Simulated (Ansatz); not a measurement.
The system is MnSi.

```
Mn Si
1.0
     2.98743    0.00000    0.00000
     0.00000    2.98743    0.00000
     0.00000    0.00000    2.98743
Mn Si
1 1
Direct
  0.50000 0.50000 0.50000
  0.00000 0.00000 0.00000
```

The cell was built by a generator and needn't be a form met in nature.

```yaml
Program: Ansatz 0.2.0
Task: single point
Functional: PBE
Potentials_or_basis: all-electron LAPW, scalar-relativistic
Cutoff: 223 eV (chosen from the basis error)
Basis_error_allowed: 0.001 eV/atom
k_mesh: 9 × 9 × 9
Occupations: fermi-dirac, width 0.05 eV
Spin: collinear spin, ferromagnetic start
Starting_moments: "[4.0, 0.0] μB"
```

On this cell: pressure -26.0 GPa; largest force zero by symmetry; net moment 0.87 μB per cell; site moments Mn +0.98; Si -0.08 μB; band gap on the k mesh none (metal or under the smearing width).

The same run follows on a disturbed copy (atoms moved at random, drawn with an rms of 0.05 Å):

```xyz
2
Lattice="2.9874 0.0000 0.0000 0.0000 2.9874 0.0000 0.0000 0.0000 2.9874" Properties=species:S:1:pos:R:3 pbc="T T T"
Mn    1.4890    1.5304    1.4896
Si   -0.0412    0.0311    0.0057
```

What changes?

The energy (extrapolated to zero smearing) moves by +0.8 meV/atom; pressure -26.0 GPa; largest force 0.079 eV/Å; net moment 0.87 μB per cell; site moments Mn +0.98; Si -0.08 μB; band gap on the k mesh none (metal or under the smearing width).

Forces in eV/Å, atoms in the order of the input:
```
Mn  -0.075 -0.012  0.020
Si   0.075  0.012 -0.020
```

Stress tensor (GPa, compression positive):
```
-26.00   0.03  -0.05
  0.03 -25.93  -0.01
 -0.05  -0.01 -25.93
```

Caveats: the moment fell far below its start of 4 μB, so a state of higher moment may lie lower in energy; so large a pressure means that the cell lies far from this level's equilibrium, or that cutoff or potentials fall short (some runs).
